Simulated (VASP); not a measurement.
Input of a VASP 6.6.1 run:

INCAR

```
SYSTEM = MoP
ALGO = Normal
EDIFF = 1E-6
ENCUT = 520
GGA = PE
ISIF = 2
ISMEAR = 0
LASPH = .TRUE.
LCHARG = .TRUE.
LELF = .TRUE.
LREAL = .FALSE.
LVHAR = .TRUE.
LWAVE = .FALSE.
NELM = 60
PREC = Accurate
SIGMA = 0.1
```

The input KPOINTS:

```
k-points
0
G
  10 10 8
  0 0 0
```

POSCAR

```
MoP
3.223
    1.000000000000      0.000000000000      0.000000000000
   -0.500000000000      0.866025403785      0.000000000000
    0.000000000000      0.000000000000      0.990071362085
Mo P
1 1
Direct
    0.0000000000      0.0000000000      0.0000000000
    0.3333333333      0.6666666667      0.5000000000
```

Potentials or basis: VASP PAW PBE potentials, release 54 (Mo_sv, P).

The run is started by

```sh
$ cat potpaw_PBE.54/Mo_sv/POTCAR potpaw_PBE.54/P/POTCAR > POTCAR
$ mpirun -np 1 vasp_std > vasp.out
```

**Question.** What does it give for the band gap on the k mesh?

**Answer.** None (metal or under the smearing width).

**Question.** Predict the pressure.

**Answer.** 2.7 GPa.

Stress tensor (GPa, compression positive):
```
2.87 0.00 0.00
0.00 2.87 0.00
0.00 0.00 2.23
```
